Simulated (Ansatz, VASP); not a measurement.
## MgB2: VASP beside Ansatz

Contents of INCAR:

```
PREC = Accurate
ENCUT = 520
EDIFF = 1E-6
ISMEAR = -1
SIGMA = 0.05
LREAL = False
LASPH = True
NELM = 80
ALGO = Normal
ISIF = 2
LWAVE = False
LCHARG = True
GGA = CA
LELF = True
LVHAR = True
NBANDS = 11
```

The input KPOINTS:

```
regular mesh
0
Gamma
  12 12 9
```

Contents of POSCAR:

```
MgB2
1.0
    3.0850007055      0.0000000000      0.0000000000
   -1.5425003528      2.6716889817      0.0000000000
    0.0000000000      0.0000000000      3.5934600000
Mg B
1 2
Direct
    0.0000000000      0.0000000000      0.0000000000
    0.3333333333      0.6666666667      0.5000000000
    0.6666666667      0.3333333333      0.5000000000
```

Input for Ansatz:

```yaml
crystal:
  lattice:
    - [3.0850007055, 0.0, 0.0]
    - [-1.5425003528, 2.6716889817, 0.0]
    - [0.0, 0.0, 3.59346]
  atoms:
    - { symbol: Mg, position: [0.0, 0.0, 0.0] }
    - { symbol: B, position: [0.3333333333, 0.6666666667, 0.5] }
    - { symbol: B, position: [0.6666666667, 0.3333333333, 0.5] }
kpoints:
  mp_grid: { grid: [12, 12, 9] }
  band_path:
    path:
      - [0.0, 0.0, 0.0]
      - [0.5, 0.0, 0.0]
      - [0.3333333333, 0.3333333333, 0.0]
      - [0.0, 0.0, 0.0]
      - [0.0, 0.0, 0.5]
      - [0.5, 0.0, 0.5]
      - [0.3333333333, 0.3333333333, 0.5]
      - [0.0, 0.0, 0.5]
      - [0.5, 0.0, 0.5]
    npoints: 5
scf:
  occupations: { method: fermi_dirac, width: 0.05 }
hamiltonian:
  xc: lda
  pseudopotentials: { kind: all_electron, lapw: { basis_error: 0.0005 } }
output:
  forces: true
  stress: true
  eigenvalues: true
```

Change from the starting cell: zz strain of +2 %.

Alike in both runs: task single point; functional LDA; k mesh 12 × 12 × 9; occupations fermi-dirac, width 0.05 eV; no spin polarisation.

|  | VASP | Ansatz |
| --- | --- | --- |
| version | VASP 6.6.1 | Ansatz 0.2.0 |
| potentials or method | VASP PAW LDA potentials, release 64 (Mg, B) | all-electron LAPW, scalar-relativistic |
| plane-wave cutoff (eV) | 520 | see its input |

```csv
,VASP,Ansatz,Ansatz less VASP
pressure (GPa),-10.0,-9.4,+0.59
largest component of the traceless stress (GPa),2.08,1.94,-0.140
```

Ansatz ran all-electron here, so the differences hold the error of VASP's frozen core and of both bases.
